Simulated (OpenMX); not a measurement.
Crystal: GaP.

```xyz
2
Lattice="0.0000 2.7252 2.7252 2.7252 0.0000 2.7252 2.7252 2.7252 0.0000" Properties=species:S:1:pos:R:3 pbc="T T T"
Ga    0.0000    0.0000    0.0000
P     4.0879    4.0879    4.0879
```

Base run:

| Item | Value |
| --- | --- |
| Program | OpenMX 3.8.5 |
| Functional | LDA |
| Potentials or basis | OpenMX 2013 LDA set, Ga7.0-s3p2d2, P7.0-s2p2d1f1, grid cutoff 500 Ry |
| k mesh | 9 × 9 × 9 |
| Occupations | fermi-dirac, width 0.05 eV |
| Spin | no spin polarisation |

Its results: band gap on the k mesh 1.53 eV, indirect (least direct gap 1.75 eV); pressure -1.0 GPa.

The run is repeated on the same cell with these changes: functional from LDA to PBE; potentials or basis from OpenMX 2013 LDA set, Ga7.0-s3p2d2, P7.0-s2p2d1f1, grid cutoff 500 Ry to OpenMX 2013 PBE set, Ga7.0-s2p2d1, P7.0-s2p2d1, grid cutoff 500 Ry. What comes out?

Band gap on the k mesh 1.89 eV, indirect (least direct gap 1.97 eV); pressure 5.4 GPa.

Caveats: the basis of atomic orbitals isn't converged, which shifts pressures, moduli and gaps.

Not every run made on this cell is shown here.
